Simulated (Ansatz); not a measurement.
## TaN: enthalpy against pressure

TaN, P-6m2, a = 2.924 Å, c = 2.871 Å. This isn't the usual stable structure of the compound. Ansatz: PBEsol, PAW, 420 eV, Γ-centred 18×18×14 mesh on 2 atoms, Gaussian smearing 0.10 eV; no spin polarisation. Cell and atoms are relaxed at each pressure, and no other structure is tried, so the rows at high pressure may lie past a change of phase. y is the enthalpy over the state at zero pressure; there V0 = 10.628 Å³/atom. The pressures are the targets, met within 0.07 GPa.

```tsv
P (GPa)	y (eV/atom)
-2.0	-0.1330
0.0	0.0000
2.0	0.1323
5.0	0.3294
10.0	0.6546
20.0	?
40.0	2.5292
```

Q: Fit y = c1 P + c2 P² + c3 P³ to the other rows, say what c1 and c2 mean, and predict the missing value.

A: Least squares on the rows shown. y = 0.066320 P − 8.8933×10⁻⁵ P² + 2.9219×10⁻⁷ P³. Since dH/dP = V, c1 is V0: 0.066320 eV/GPa × 160.2 = 10.624 Å³ against 10.628; c2 = −V0/(2B0) gives B0 = 373 GPa, where a Birch–Murnaghan fit to the volumes of the same runs (not shown) gives 363 GPa. At P = 20.0 the fit asked for gives 1.2932 eV/atom. The run gave 1.2932 eV/atom, the same to the digits shown.

Spin–orbit coupling is left out, which can shift energies with elements as heavy as these.